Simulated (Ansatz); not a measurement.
The system is NiO.

```
CELL_PARAMETERS angstrom
0.00000 2.08590 2.08590
2.08590 0.00000 2.08590
2.08590 2.08590 0.00000
ATOMIC_POSITIONS crystal
Ni 0.00000 0.00000 0.00000
O 0.50000 0.50000 0.50000
```

Program: Ansatz 0.2.0. Alike in all runs: cell as given.

Task: Order these runs on this cell by their band gap on the k mesh, lowest first.
A. level PBEsol+U; potentials or basis Ansatz PAW; spin collinear, ferromagnetic start; U Ni d U = 6 eV; k mesh 11 × 11 × 11; cutoff (eV) 420; smearing fermi-dirac 0.05 eV; hubbard projectors ortho-atomic (the default); double counting fll (the default)
B. level PBE; potentials or basis Ansatz PAW; spin collinear, ferromagnetic start; k mesh 11 × 11 × 11; cutoff (eV) 420; smearing gaussian 0.023 eV
C. level PBE0; potentials or basis Ansatz PAW; spin collinear, ferromagnetic start; k mesh 8 × 8 × 8; cutoff (eV) 420; smearing fermi-dirac 0.05 eV
D. level revPBE+U; potentials or basis Ansatz NC; spin collinear, random start; U Ni d U = 7 eV; k mesh 11 × 11 × 11; cutoff (eV) 1400; smearing tetrahedron; hubbard projectors all-electron-atomic; double counting amf
E. level PBEsol+D4+U; potentials or basis Ansatz PAW earlier set; spin collinear, random start; U Ni d U = 5 eV; k mesh 11 × 11 × 11; cutoff (eV) 1080; smearing cold 0.05 eV; hubbard projectors ortho-atomic (the default); double counting fll (the default)

Result: B (metal), E (1.49 eV), D (1.74 eV), A (1.93 eV), C (3.79 eV).

Caveats: a cell with one magnetic atom can't hold antiferromagnetic order, which such compounds often take; the magnetic or orbital state may not be the lowest (some runs); odd divisions of the mesh miss points on the zone boundary, where band edges often lie, so the gap on the mesh can be too wide (some runs); semilocal functionals often make such compounds metallic where correlation or magnetic order opens a gap, which also shifts bond lengths (some runs).

A k mesh can miss the band edges.

Not every run made on this cell is shown here.
